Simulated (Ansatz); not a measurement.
# Zn: the cost of one run

Program: Ansatz 0.2.0. Level of theory: DFT LDA, scalar-relativistic, plane waves, PAW. These are calculated values, not measurements.

## 1. The starting structure

Symmetry: Im-3m, No. 229, cubic system. The conventional cell has a = 3.138 Å, b = 3.138 Å, c = 3.138 Å, α = 90.00°, β = 90.00°, γ = 90.00°. Zn (site symmetry m-3m) is surrounded by 8 Zn at 2.72 Å.

As a file:

```cif
data_structure
_symmetry_space_group_name_H-M 'P 1'
_symmetry_Int_Tables_number 1
_cell_length_a 2.7177
_cell_length_b 2.7177
_cell_length_c 2.7177
_cell_angle_alpha 109.471
_cell_angle_beta 109.471
_cell_angle_gamma 109.471
_cell_volume 15.45
loop_
_atom_site_label
_atom_site_type_symbol
_atom_site_fract_x
_atom_site_fract_y
_atom_site_fract_z
_atom_site_occupancy
Zn1 Zn 0.00000 0.00000 0.00000 1
```

The structure comes from the Materials Project (structure only).

## 2. Another functional, on a distorted cell: LDA

What differs from the listed cell: strain xx, yy, zz, yz, xz, xy = -2.0, -2.0, -2.0, +0.0, +0.0, +0.0 %.

The input, input.yaml:

```yaml
crystal:
  lattice:
    - [-1.5371855489, 1.5371855489, 1.5371855489]
    - [1.5371855489, -1.5371855489, 1.5371855489]
    - [1.5371855489, 1.5371855489, -1.5371855489]
  atoms:
    - { symbol: Zn, position: [0.0, 0.0, 0.0] }
basis:
  ecutwfc: 420
kpoints:
  mp_grid: { grid: [18, 18, 18] }
hamiltonian:
  xc: lda
scf:
  occupations: { method: gaussian, width: 0.1 }
output:
  forces: true
  stress: true
  eigenvalues: true
  populations: true
  write_density: true
  write_potential: true
  elf: true
  volumetric_format: npy
```

Started as:

```console
ansatz run input.yaml --threads 1 --pin off --max-ram 1331MiB --backend cpu --events-out ev --progress --plain --runs-dir out
```

Q: Estimate wall time and peak memory on 1 thread of Intel Xeon 6975P-C (Granite Rapids), shared host.

About 1.5 s, with a peak of 0.33 GiB.
